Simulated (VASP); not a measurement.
Set up this calculation in VASP 6.6.1, as the native input.

- Task: band structure
- Functional: BLYP
- Potentials or basis: VASP PAW PBE potentials, release 64 (Al)
- Cutoff: 520 eV
- k mesh: 11 × 11 × 11
- Occupations: fermi-dirac, width 0.05 eV
- Spin: no spin polarisation
- Further INCAR settings: ALGO = Normal; EDIFF = 1e-07

The structure of Al lies in POSCAR:

```
Al
1.0
    0.0000000000      2.0248050000      2.0248050000
    2.0248050000      0.0000000000      2.0248050000
    2.0248050000      2.0248050000      0.0000000000
Al
1
Direct
    0.0000000000      0.0000000000      0.0000000000
```

The input as run:

INCAR

```
AGGAC = 1.0
AGGAX = 1.0
ALDAC = 0.0
ALDAX = 1.0
ALGO = Normal
EDIFF = 1E-7
ENCUT = 520
GGA = B5
ISIF = 2
ISMEAR = -1
LASPH = T
LCHARG = F
LREAL = F
LWAVE = F
NELM = 100
PREC = Accurate
SIGMA = 0.05
```

KPOINTS

```
k-points
0
Gamma
  11 11 11
```

KPOINTS_OPT

```
path GXWKGLUWLK,UX
15
line-mode
reciprocal
 0.0000000000  0.0000000000  0.0000000000  G
 0.5000000000  0.0000000000  0.5000000000  X

 0.5000000000  0.0000000000  0.5000000000  X
 0.5000000000  0.2500000000  0.7500000000  W

 0.5000000000  0.2500000000  0.7500000000  W
 0.3750000000  0.3750000000  0.7500000000  K

 0.3750000000  0.3750000000  0.7500000000  K
 0.0000000000  0.0000000000  0.0000000000  G

 0.0000000000  0.0000000000  0.0000000000  G
 0.5000000000  0.5000000000  0.5000000000  L

 0.5000000000  0.5000000000  0.5000000000  L
 0.6250000000  0.2500000000  0.6250000000  U

 0.6250000000  0.2500000000  0.6250000000  U
 0.5000000000  0.2500000000  0.7500000000  W

 0.5000000000  0.2500000000  0.7500000000  W
 0.5000000000  0.5000000000  0.5000000000  L

 0.5000000000  0.5000000000  0.5000000000  L
 0.3750000000  0.3750000000  0.7500000000  K

 0.6250000000  0.2500000000  0.6250000000  U
 0.5000000000  0.0000000000  0.5000000000  X
```

Potentials or basis: VASP PAW PBE potentials, release 64 (Al).

Launch:

```bash
$ cat potpaw_PBE.64/Al/POTCAR > POTCAR
$ mpirun -np 1 vasp_std > vasp.out
```

Results of the run:

```json
{
  "Pressure": "3.1 GPa",
  "Band gap along the path": "none (metal or under the smearing width)"
}
```

Caveat: the PAW data sets were made with another functional, which shifts forces and pressure a little.

Run time: 9.8 s on 1 thread of Intel(R) Xeon(R) 6975P-C (Granite Rapids), on a shared host, peak memory 0.13 GiB.
